# An examination question on spin–orbit coupling and the band gap

## Question

Spin–orbit coupling ties an electron's spin to its motion around the nucleus. The table compares the PBE band gap of zincblende compounds without this coupling (given band gap) and with it (band gap), the atoms being held in place. The run with the coupling ends with no magnetic moments. Call the amount by which the gap shrinks the narrowing $\delta$. It is the last result column with its sign reversed. The atomic number of the non-metal, headed Z B, is written $Z$ below.

Zincblende compounds (space group F-43m), computed with Ansatz 0.2.0 (plane-wave PAW, PBE, cutoff 420 eV, Gaussian smearing, Gamma-centred k mesh). The given band gap is scalar-relativistic, without spin polarisation; the band gap includes spin–orbit coupling (PBE+SOC) in the same cell with the same atomic positions. Both gaps are read on the k mesh.

```csv
formula,element on site A,Z A,element on site B,Z B,volume per atom (Å³),shortest distance (Å),k mesh,smearing width,asked k mesh,given band gap (eV),band gap (eV),band gap less given band gap (eV),costlier level
ZnSe,Zn,30,Se,34,23.54,2.482,8×8×8,0.02 eV,8×8×8,1.154,1.030,-0.124,PBE+SOC
GaN,Ga,31,N,7,11.76,1.970,10×10×10,0.02 eV,10×10×10,1.541,1.536,-0.005,PBE+SOC
GaP,Ga,31,P,15,20.85,2.384,8×8×8,0.02 eV,8×8×8,1.583,1.556,-0.027,PBE+SOC
GaAs,Ga,31,As,33,23.71,2.488,12×12×12,0.02 eV,12×12×12,0.161,0.054,-0.107,PBE+SOC
GaSb,Ga,31,Sb,51,29.99,2.691,12×12×12,0.1 eV,12×12×12,0.000,0.000,0.000,PBE+SOC
CdS,Cd,48,S,16,26.02,2.566,8×8×8,0.02 eV,8×8×8,1.042,1.025,-0.017,PBE+SOC
CdSe,Cd,48,Se,34,29.74,2.683,10×10×10,0.02 eV,10×10×10,0.494,0.376,-0.118,PBE+SOC
CdTe,Cd,48,Te,52,36.22,2.865,10×10×10,0.02 eV,10×10×10,0.587,0.321,-0.266,PBE+SOC
InP,In,49,P,15,26.46,2.581,10×10×10,0.02 eV,10×10×10,0.441,0.413,-0.028,PBE+SOC
InAs,In,49,As,33,29.60,2.679,12×12×12,0.1 eV,12×12×12,0.000,0.000,0.000,PBE+SOC
InSb,In,49,Sb,51,36.51,2.873,12×12×12,0.1 eV,12×12×12,0.000,0.000,0.000,PBE+SOC
```

The same calculations also supply these facts:

- In CdTe the coupling lifts the top of the valence band from 6.606 to 6.878 eV, and the bottom of the conduction band from 7.193 to 7.199 eV.
- In InP with coupling, the six highest valence states at the centre of the Brillouin zone, the point Γ, form a group of four lying 0.098 eV above a group of two.
- In GaSb, InAs and InSb the highest filled and the lowest empty band touch exactly, with and without the coupling.

(a) Which band edge moves, and why does the non-metal decide by how much?

(b) Derive a law for $\delta$ with a single constant, and try it on the selenides.

(c) Which rows break the law, and by how much?

(d) Explain each break, and say how firmly the explanation is supported.

## Model answer

**(a) The edge that moves.** The valence edge does the work. In CdTe it rises by 0.272 eV while the conduction edge rises by only 0.006 eV, and the difference is the narrowing. This is what the nature of the two edges leads us to expect. The top of the valence band is built mainly from p orbitals of the non-metal, which carry orbital angular momentum for the spin to couple to. The bottom of the conduction band at Γ is s-like and has none.

Three p orbitals with two spin directions give six states of equal energy. The coupling splits them into four that move up and two that move down. If their average energy stays put, the four rise by one third of the splitting $\Delta$ and the two sink by two thirds. InP lets us check this: a third of 0.098 eV is 0.033 eV, and the gap shrinks by 0.028 eV. The rule is good to a few thousandths of an eV here.

The metal should then matter far less than the non-metal, and two pairs of rows agree with this. Replacing gallium by indium in the phosphide changes $\delta$ only from 0.027 to 0.028 eV. Replacing zinc by cadmium in the selenide changes it from 0.124 to 0.118 eV. This need not mean that the metal is absent from the valence top: its p states are expected to add to the splitting and its d states to subtract from it, so the two can partly cancel.

**(b) The law.** An outer electron feels strong spin–orbit coupling only close to the nucleus, within roughly a Bohr radius divided by $Z$, where the nuclear charge is hardly screened. An electron that stayed there would have a coupling energy of order $\alpha^2 Z^4$ Rydberg, with $\alpha$ the fine-structure constant. An outer electron spends only a fraction of order $1/Z^2$ of its time there. The product gives

$$\Delta \sim \alpha^2 Z^2\,\mathrm{Ry}, \qquad \delta = \frac{\Delta}{3} = c\,Z^2 .$$

The argument fixes the form of the law and the rough size of $c$, but not its exact value. It is meant for large steps in $Z$, such as those down a group. Along a period, where each added electron screens the added charge poorly, the coupling of a free atom is expected to grow faster than $Z^2$. A least-squares fit with equal weights to the eight rows whose given gap is open, CdS included, yields $c = 1.0\times10^{-4}$ eV. This corresponds to a splitting of about 0.4 in units of $\alpha^2 Z^2$ Rydberg, a number of order one as the argument requires.

For the selenides, with $Z = 34$, the law gives

$$\delta = 1.0\times10^{-4}\ \mathrm{eV}\times 34^2 \approx 0.12\ \mathrm{eV}.$$

The computed values for ZnSe and CdSe lie within a tenth of this. Both rows helped to fix $c$, so the agreement shows that the law describes them, not that it can predict them.

**(c) The breaks.** The large ones are GaSb, InAs and InSb. For antimony the law gives a narrowing of 0.26 eV, and tellurium, the next element, does produce 0.266 eV in CdTe. For arsenic it gives 0.11 eV, which GaAs matches. Yet the table shows a change of exactly zero in these three rows.

The small break is CdS. Sulfur follows phosphorus in the period, so CdS should narrow more than its neighbour InP, by at least the factor that $Z^2$ gives. Scaling the InP value gives $0.028\ \mathrm{eV}\times(16/15)^2 \approx 0.032$ eV, without any use of the fitted constant. The calculation gives 0.017 eV, about half as much.

A parallel step shows that this is not the normal effect of moving from a III–V to a II–VI compound. From GaAs to ZnSe the non-metal again moves one place to the right in the periodic table. There the narrowing grows by 16 per cent, where the square of $Z$ alone would give 6 per cent. The corresponding step from InP to CdS brings a drop of 39 per cent.

**(d) The three zeros.** These rows have no gap to lose, because PBE has closed it before the coupling enters. The exact touching of the bands points to an inverted order, in which the s-like level at Γ has sunk below the p-like one. The s-like level then takes two electrons that would otherwise sit in the p-like level, which is left with four electrons in six places. Filled and empty states share one energy, and the gap is zero by symmetry.

Switching on the coupling does not change this. The six p-like states split, the lower two are filled, and the upper four hold only two electrons. Filled and empty states still share one energy, however large the splitting is. An unchanged gap of zero is therefore compatible with a strong coupling.

That the coupling does act can be seen from the Fermi level, the energy up to which states are filled. It rises by 0.17 eV in GaSb, 0.08 eV in InAs and 0.20 eV in InSb, more for antimony than for arsenic. With no gap, the Fermi level is held at the partly filled p-like level, so these shifts follow the rise of that level. They measure it only roughly. With the filling smeared over 0.1 eV, the Fermi level is expected to sit a little above a level that is two thirds full and on a level that is half full, so the shifts should fall somewhat short of the true rise. They are of the size the law gives, 0.26 eV for antimony and 0.11 eV for arsenic, and lie below it. The inverted order is itself an inference from the exact touching, as the orbital make-up of the levels is not available here.

**(d) Cadmium sulfide.** A likely explanation is that the valence top is not purely sulfur p. In tetrahedral surroundings three of the five cadmium 4d orbitals have the same symmetry as the p orbitals and mix with them. In these d orbitals the spin–orbit splitting has the opposite order, with the group of two above the group of four. Their share therefore subtracts from the splitting that the sulfur p orbitals produce.

The subtraction shows in CdS because sulfur's own contribution is small. Against the larger contribution of selenium or tellurium a similar amount would weigh far less. In InP the indium 4d level lies deeper and mixes less. CdSe does narrow slightly less than ZnSe, which fits this picture, but the difference of 0.006 eV is too slight to prove it. The decisive number would be the d share of the valence top in CdS, and that is not given here; the cause rests on theory, while the drop itself is computed. Part of the drop from InP may also come from a smaller share of metal p states in the valence top of CdS, which these data cannot separate from the d share.

## Remarks on the reasoning

**A break needs a yardstick.** Measured in eV against the fitted law, CdS does not stand out: it misses by 0.009 eV, and so does ZnSe. The difference appears in proportion, since CdS reaches only two thirds of the law's value while ZnSe exceeds it by 7 per cent. A fit with equal weights is governed by the heavy non-metals, where $\delta$ is large, and is a blunt tool for the light ones. Rounding blunts it further: the unrounded gaps of GaN differ by 0.004 eV, not 0.005 eV, about a sixth below the law, so its apparent agreement carries little weight. The comparison with InP is sharper because it changes the non-metal by only one unit of charge.

That comparison has a weakness too. GaP and InP both lie a fifth to a quarter above the fitted law, and these runs do not establish the cause. A share of gallium or indium p states in the valence top, whose coupling is stronger than that of phosphorus, would be expected to act in this direction. Scaling from InP carries this excess over to CdS. The shortfall of CdS is thus 0.009 eV against the law and 0.015 eV against InP. A good answer gives both figures and rests its case on the direction, which is the same in each.

**A zero may mean that the instrument has reached its stop.** A candidate who puts GaSb, InAs and InSb on the curve would conclude that antimony has no spin–orbit coupling. The first thing to check is whether the quantity could have changed at all. Real GaSb, InAs and InSb are semiconductors with gaps of some tenths of an eV, so the closed gap is a fault of PBE, which makes gaps too small; the cells are those of PBE's own zero pressure, and their somewhat too large volume is expected to shrink these gaps further. Adding spin–orbit coupling cannot repair it, because the coupling pushes the valence edge up.

**Percentages mislead here.** GaAs loses two thirds of its given gap, a larger share than CdTe loses, although its narrowing is less than half as large. The reason is the small starting value of 0.161 eV, where the real gap is roughly 1.5 eV. Anyone who has to decide whether the coupling matters for a material should look at the shift in eV. In this table it is at most about 0.03 eV for the nitride, the phosphides and the sulfide, and 0.1 eV or more for the heavier non-metals wherever a gap is open.

**The gaps are read on a mesh.** GaP appears here with both edges at Γ, whereas the real compound has its conduction minimum near the zone-boundary point X. X itself is a point of the 8×8×8 mesh, so the mesh could miss only a minimum slightly off X. The order of the valleys is a near tie in this PBE cell: without the coupling the conduction level at the zone-boundary point L lies only about 0.001 eV above that at Γ. Its narrowing should suffer little from this, since the valence edge supplies it.

**Where the same reasoning leads elsewhere.** The useful question is which atom supplies the p states at each band edge. In the zincblende compounds it is the non-metal, at the valence edge. In the lead chalcogenides, which have the rock-salt structure, the conduction edge is built largely from p states of lead. There the coupling of the metal acts directly on the gap by pulling the conduction edge down, and a law in the atomic number of the non-metal alone would miss the main effect.
